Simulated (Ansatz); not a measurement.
Start of a relaxation, O over the place (0/4, 0/4) of the surface cell, counted from the highest slab atom, its height relaxed (C, P6_3/mmc (No. 194), (0 0 1) face):

```
C O
1.0
     2.46498    0.00000    0.00000
    -1.23249    2.13474    0.00000
     0.00000    0.00000   29.10765
C O
8 1
Direct
  0.00000 0.00000 0.29202
  0.66667 0.33333 0.29202
  0.00000 0.00000 0.40777
  0.33333 0.66667 0.40777
  0.00000 0.00000 0.52352
  0.66667 0.33333 0.52352
  0.00000 0.00000 0.63927
  0.33333 0.66667 0.63927
  0.00000 0.00000 0.68805
```

The calculation used Ansatz 0.2.0, DFT PBE+D3(BJ), scalar-relativistic, plane waves, PAW. Settings: cutoff 420 eV, Γ-centred mesh 12×12×1 on the computed 9-atom cell, Gaussian smearing of 0.10 eV; no spin polarisation. A dipole correction removes the field between periodic images along c.

Atoms 1, 2, 3, 4, 5, 6, 7, 8 (counted from 1) are held. Atom 9 may move along c only. The cell is fixed. Force threshold 0.02 eV/Å.

```
step E − E_final (eV) largest force (eV/Å)
   1             0.086                 2.316
   2             0.030                 1.259
   3             0.001                 0.224
   4             0.000                 0.015
   5             0.000                 0.015
```

Question: What is the final structure?

Answer:
```
C O
1.0
     2.46498    0.00000    0.00000
    -1.23249    2.13474    0.00000
     0.00000    0.00000   29.10765
C O
8 1
Direct
  0.00000 0.00000 0.29202
  0.66667 0.33333 0.29202
  0.00000 0.00000 0.40777
  0.33333 0.66667 0.40777
  0.00000 0.00000 0.52352
  0.66667 0.33333 0.52352
  0.00000 0.00000 0.63927
  0.33333 0.66667 0.63927
  0.00000 0.00000 0.69087
```

The end is the local minimum or symmetric point that this start leads to.

Spin polarisation was left out, and a magnetic state may lie lower.

Cost: 1 run of about 1.2 core-minutes, on Arm Neoverse V1 (shared hosts).